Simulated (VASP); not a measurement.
# AlN (P6_3mc) in VASP: a series of runs, part 4 of 4

VASP 6.6.1. The steps go on from the part before.

**5. G0W0 quasiparticle levels, PBE**

POSCAR

```
AlN
1.0
    3.1130000000      0.0000000000      0.0000000000
   -1.5565000000      2.6959370820      0.0000000000
    0.0000000000      0.0000000000      4.9810000000
Al N
2 2
Direct
    0.6666666667      0.3333333333      0.5000000000
    0.3333333333      0.6666666667      0.0000000000
    0.6666666667      0.3333333333      0.8800000000
    0.3333333333      0.6666666667      0.3800000000
```

INCAR.step1

```
SYSTEM = AlN
PREC = Accurate
ENCUT = 450
EDIFF = 1E-8
ISMEAR = 0
SIGMA = 0.01
LREAL = .False.
LASPH = .True.
NELM = 100
ALGO = Normal
LWAVE = .True.
LCHARG = .False.
GGA = PE
```

INCAR.step2

```
SYSTEM = AlN
PREC = Accurate
ENCUT = 450
EDIFF = 1E-8
ISMEAR = 0
SIGMA = 0.01
LREAL = .False.
LASPH = .True.
NELM = 1
ALGO = Exact
LWAVE = .True.
LCHARG = .False.
GGA = PE
NBANDS = 33
LOPTICS = .True.
ISTART = 1
```

INCAR.step3

```
SYSTEM = AlN
PREC = Accurate
ENCUT = 450
EDIFF = 1E-8
ISMEAR = 0
SIGMA = 0.01
LREAL = .False.
LASPH = .True.
ALGO = EVGW0
LWAVE = .False.
LCHARG = .False.
GGA = PE
NELMGW = 1
NBANDS = 33
ENCUTGW = 100
NOMEGA = 48
PRECFOCK = Fast
ISTART = 1
NBANDSGW = 16
```

KPOINTS

```
Automatic mesh
0
Gamma
  6 6 3
  0 0 0
```

Potentials or basis: VASP PAW PBE potentials, release 64 (Al_GW, N_GW).

Started as:

```
$ cat potpaw_PBE.64/Al_GW/POTCAR potpaw_PBE.64/N_GW/POTCAR > POTCAR
$ cp INCAR.step1 INCAR
$ mpirun -np 1 vasp_std > vasp.out
$ cp INCAR.step2 INCAR
$ mpirun -np 1 vasp_std > vasp.out
$ cp INCAR.step3 INCAR
$ mpirun -np 1 vasp_std > vasp.out
```

OUTCAR:

```text
SYSTEM = AlN
   PREC = Accurate
   ENCUT = 450
   EDIFF = 1E-8
   ISMEAR = 0
   LREAL = .False.
   LASPH = .True.
   GGA = PE
   NELMGW = 1
   ENCUTGW = 100
   PRECFOCK = Fast
   ISTART = 1

 Found     14 irreducible k-points:

 Following reciprocal coordinates:
            Coordinates               Weight
  0.000000  0.000000  0.000000      1.000000
  0.166667  0.000000  0.000000      6.000000
  0.333333  0.000000  0.000000      6.000000
  0.500000  0.000000  0.000000      3.000000
  0.166667  0.166667  0.000000      6.000000
  0.333333  0.166667  0.000000     12.000000
   k-points           NKPTS =     14   k-points in BZ     NKDIM =    108   number of bands    NBANDS=     33
   number of dos      NEDOS =    301   number of ions     NIONS =      4
   total plane-waves  NPLWV =  20736
   dimension x,y,z NGX =    24 NGY =   24 NGZ =   36
   dimension x,y,z NGXF=    48 NGYF=   48 NGZF=   72
   ions per type =               2   2
   NGX,Y,Z   is equivalent  to a cutoff of  12.82, 12.82, 12.02 a.u.
   NGXF,Y,Z  is equivalent  to a cutoff of  25.63, 25.63, 24.03 a.u.
 SYSTEM =  AlN
   PREC   = accura    normal or accurate (medium, high low for compatibility)
   ISTART =      1    job   : 0-new  1-cont  2-samecut
   ICHARG =      0    charge: 1-file 2-atom 10-const
   ISPIN  =      1    spin polarized calculation?
   LNONCOLLINEAR =      F non collinear calculations
   LSORBIT =      F    spin-orbit coupling
   LASPH  =      T    aspherical Exc in radial PAW
   ENCUT  =  450.0 eV  33.07 Ry    5.75 a.u.   5.38  5.38  8.62*2*pi/ulx,y,z
   NELM   =     60;   NELMIN=  2; NELMDL=  0     # of ELM steps
   EDIFF  = 0.1E-07   stopping-criterion for ELM
   LREAL  =      F    real-space projection
   EDIFFG = 0.1E-06   stopping-criterion for IOM
   NSW    =      0    number of steps for IOM
   IBRION =     -1    ionic relax: 0-MD 1-quasi-New 2-CG
   NFREE  =      0    steps in history (QN), initial steepest desc. (CG)
   ISIF   =      0    stress and relaxation
   ISYM   =      3    0-nonsym 1-usesym 2-fastsym
   POTIM  = 0.5000    time-step for ionic-motion
   TEBEG  =    0.0;   TEEND  =   0.0 temperature during run
   PSTRESS=    0.0 pullay stress
   NELECT =      16.0000    total number of electrons
   NUPDOWN=      -1.0000    fix difference up-down
   EMIN   =  10.00;   EMAX   =-10.00  energy-range for DOS
   EFERMI =   0.00;   METHOD = LEGACY
   ISMEAR =     0;   SIGMA  =   0.01  broadening in eV -4-tet -1-fermi 0-gaus
   EFERMI_NEDOS =   21; number of points for ismear=-14 and -15
   IALGO  =     38    algorithm
   IMIX   =      4    mixing-type and parameters
     AMIX     =   0.40;   BMIX     =  1.00
     AMIX_MAG =   1.60;   BMIX_MAG =  1.00
  volume/ion in A,a.u.               =      10.45        70.52
  Fermi-wavevector in a.u.,A,eV,Ry     =   1.188629  2.246183 19.222843  1.412839
  Thomas-Fermi vector in A             =   2.324754
   LORBIT       =      0    0 simple, 1 ext, 2 COOP (PROOUT), +10 PAW based schemes
   GGA     = PE    functional components
   LHFCALC =     T    Hartree Fock is set to
   PRECFOCK=fast      Normal, Fast or Accurate (Low or Medium for compatibility)
   ENCUT4O =  -1.0   cutoff for four orbital integrals eV
   NKREDX  =     1    reduce k-point grid by
   NKREDY  =     1    reduce k-point grid by
   NKREDZ  =     1    reduce k-point grid by
   AEXX    =    1.0000 exact exchange contribution
   HFSCREEN=    0.0000 screening length (either q_TF or 0.3 A-1)
   HFSCREENC=   0.0000 screening length for correlation (either q_TF or 0.3 A-1)
   ENCUTFOCK=  -1.0 apply spherical cutoff to Coloumb kernel
   IVDW    =     0    specifies the selected vdW correction
   LEPSILON=     F    determine dielectric tensor
   LRPA    =     F    only Hartree local field effects (RPA)
   LRPAFORCE           =     F    calculate RPA forces
   ENCUTGW             = 100.0    cutoff for response function in eV
   ENCUTGWSOFT         =  80.0    soft cutoff for Coulomb kernel in GW response function in eV
   ENCUTLF             =  -1.0    cutoff for local field effects
   NELMGW              =     1    number of iterations in solving QP/BSE equation
   NELMHF              =     1    number of iterations in the inner HF iteration
   NKREDLFX            =     1    NKREDLFY  =   1   NKREDLFZ  =   1
 non-spin polarized calculation
 Gauss-broadening in eV      SIGMA  =   0.01
  energy-cutoff  :      450.00
  volume of cell :       41.80
 maximum number of plane-waves:       929
 NGX is ok and might be reduce to    24
  NGX = 14; NGY = 14; NGZ = 24
   NGX = 11   NGY = 11   NGZ = 17
 maximum number of plane-waves:       104
 NGX is ok and might be reduce to    14

 QP shifts <psi_nk| G(iteration)W_0 |psi_nk>: iteration 1
 for sc-GW calculations column KS-energies equals QP-energies in previous step
 and V_xc(KS)=  KS-energies - (<T + V_ion + V_H > + <T+V_H+V_ion>^1  + <V_x>^1)

 k-point   1 :       0.0000    0.0000    0.0000
  band No.  KS-energies  QP-energies   sigma(KS)   V_xc(KS)     V^pw_x(r,r')   Z            occupation Imag(sigma)

      1     -10.0609     -11.2188     -16.3947     -14.7968     -24.7762       0.7246       2.0000       1.4638
      2      -7.9125      -8.9005     -17.7256     -16.3520     -25.8697       0.7193       2.0000       1.1482
      3      -0.8741      -1.7661     -13.8729     -12.6524     -18.5339       0.7308       2.0000       0.2510
      4       4.2727       3.9460     -16.7199     -16.3011     -20.5918       0.7803       2.0000       0.1173
      5       4.2727       3.9460     -16.7199     -16.3011     -20.5918       0.7803       2.0000       0.1173
      6       4.9276       4.7237     -17.0282     -16.7682     -20.7859       0.7841       2.0000       0.1106
[... 8 lines left out ...]
     15      18.2560      20.0029      -8.3228     -10.5022      -4.0260       0.8016       0.0000      -0.1663
     16      18.2560      20.0029      -8.3228     -10.5022      -4.0260       0.8016       0.0000      -0.1663

 k-point   2 :       0.1667    0.0000    0.0000
  band No.  KS-energies  QP-energies   sigma(KS)   V_xc(KS)     V^pw_x(r,r')   Z            occupation Imag(sigma)

      1      -9.7151     -10.8432     -16.5324     -14.9772     -24.8695       0.7254       2.0000       1.4138
      2      -7.7259      -8.7071     -17.8555     -16.4973     -25.9721       0.7224       2.0000       1.1225
      3      -0.4579      -1.3302     -14.0027     -12.8194     -18.5462       0.7371       2.0000       0.2258
      4       2.8535       2.3051     -15.6417     -14.9325     -19.5609       0.7733       2.0000       0.1315
      5       3.6367       3.2319     -16.1566     -15.6370     -19.9190       0.7789       2.0000       0.1201
      6       3.8819       3.4790     -16.4176     -15.8996     -20.3139       0.7776       2.0000       0.1214
[... 8 lines left out ...]
     15      17.4845      19.0825      -8.2859     -10.2703      -4.1568       0.8053       0.0000      -0.1501
     16      17.9003      19.4952      -8.0335     -10.0135      -3.8107       0.8055       0.0000      -0.1789

 k-point   3 :       0.3333    0.0000    0.0000
  band No.  KS-energies  QP-energies   sigma(KS)   V_xc(KS)     V^pw_x(r,r')   Z            occupation Imag(sigma)

      1      -8.8221      -9.8804     -17.0108     -15.5477     -25.2306       0.7233       2.0000       1.2811
      2      -7.3963      -8.3594     -18.1113     -16.7881     -26.1914       0.7278       2.0000       1.0805
      3       0.6248      -0.1604     -14.5908     -13.5461     -18.9070       0.7516       2.0000       0.1785
      4       0.6954      -0.1142     -14.4149     -13.3388     -18.6744       0.7524       2.0000       0.1772
      5       1.8135       1.1534     -15.3774     -14.5135     -19.5135       0.7642       2.0000       0.1483
      6       3.2906       2.7856     -16.0772     -15.4248     -20.0456       0.7741       2.0000       0.1277
[... 8 lines left out ...]
     15      17.2214      19.0628      -9.8542     -12.1939      -5.5514       0.7870       0.0000      -0.1628
     16      19.5066      21.2587      -9.1934     -11.4390      -4.3350       0.7802       0.0000      -0.2945

 k-point   4 :       0.5000    0.0000    0.0000
  band No.  KS-energies  QP-energies   sigma(KS)   V_xc(KS)     V^pw_x(r,r')   Z            occupation Imag(sigma)

      1      -8.0995      -9.1099     -17.5912     -16.2002     -25.7440       0.7264       2.0000       1.1849
      2      -7.4046      -8.3671     -18.0354     -16.7095     -26.0995       0.7260       2.0000       1.0771
      3      -0.3176      -1.1904     -14.1781     -12.9985     -18.6964       0.7399       2.0000       0.2135
      4       0.9707       0.2136     -14.9489     -13.9442     -19.2642       0.7536       2.0000       0.1690
      5       1.7718       1.0862     -15.1218     -14.2215     -19.2621       0.7616       2.0000       0.1528
      6       3.0435       2.5000     -15.9604     -15.2566     -19.9644       0.7723       2.0000       0.1305
[... 8 lines left out ...]
     15      17.9599      19.7878     -10.0121     -12.3508      -5.6195       0.7816       0.0000      -0.1970
     16      20.2776      21.7832      -8.1550     -10.1107      -3.0660       0.7698       0.0000      -0.3104

 k-point   5 :       0.1667    0.1667    0.0000
  band No.  KS-energies  QP-energies   sigma(KS)   V_xc(KS)     V^pw_x(r,r')   Z            occupation Imag(sigma)

      1      -9.0893     -10.1669     -16.8440     -15.3550     -25.0971       0.7237       2.0000       1.3196
      2      -7.4609      -8.4286     -18.0612     -16.7302     -26.1476       0.7271       2.0000       1.0890
      3       0.3256      -0.4957     -14.2874     -13.1889     -18.6354       0.7477       2.0000       0.1908
      4       1.7527       1.0691     -15.1425     -14.2472     -19.2350       0.7636       2.0000       0.1478
      5       1.7527       1.0691     -15.1425     -14.2472     -19.2350       0.7636       2.0000       0.1478
      6       3.4366       2.9792     -16.1029     -15.5136     -19.9998       0.7760       2.0000       0.1254
[... 8 lines left out ...]
     15      17.6657      19.5594      -9.9997     -12.4270      -5.5255       0.7802       0.0000      -0.1882
     16      19.1484      20.8907      -9.1189     -11.3365      -4.4664       0.7857       0.0000      -0.2611

 k-point   6 :       0.3333    0.1667    0.0000
  band No.  KS-energies  QP-energies   sigma(KS)   V_xc(KS)     V^pw_x(r,r')   Z            occupation Imag(sigma)

      1      -8.1730      -9.1886     -17.4781     -16.0773     -25.6251       0.7251       2.0000       1.1892
      2      -7.3416      -8.3020     -18.1494     -16.8334     -26.2215       0.7298       2.0000       1.0739
      3       0.1750      -0.6728     -14.3218     -13.1868     -18.7050       0.7469       2.0000       0.1912
      4       1.2083       0.4750     -14.9972     -14.0302     -19.2446       0.7583       2.0000       0.1618
      5       1.6282       0.9229     -14.9105     -13.9843     -19.0226       0.7616       2.0000       0.1543
      6       2.3439       1.7210     -15.3630     -14.5531     -19.3751       0.7691       2.0000       0.1385
[... 8 lines left out ...]
     15      17.6016      19.3484      -9.6246     -11.8472      -5.2895       0.7859       0.0000      -0.1828
     16      19.8331      21.5517      -9.3746     -11.5886      -4.3421       0.7763       0.0000      -0.3333

 [... further k-points ...]
```

Wall time 1.8 min (1 thread of Intel Xeon Platinum 8488C (Sapphire Rapids), shared host); peak memory 0.4 GiB.

These settings aren't checked as converged: the numbers below hold their error.

What came out:

```
Band gap on the k mesh, mean-field level : 4.21 eV, direct
Quasiparticle gap                        : 5.64 eV
Least direct quasiparticle gap           : 5.64 eV
```

Caveat: the k mesh is coarse (spacing up to 0.42 Å⁻¹), so the values aren't converged; the cutoff is under 1.25 times the usual one of these potentials, so pressure, stress and relaxed cells hold a basis-set (Pulay) error; bands, screening cutoff and mesh are small and nothing is extrapolated, so the quasiparticle values aren't converged.

**6. The reference run**

An earlier run on the cell as given: functional PBE; potentials or basis VASP PAW PBE potentials, release 64 (Al, N); cutoff 520 eV; k mesh 10 × 10 × 6; occupations fermi-dirac, width 0.05 eV; no spin polarisation.

- Pressure: 3.5 GPa
- Largest force: 0.129 eV/Å
- Band gap on the k mesh: 4.22 eV, direct
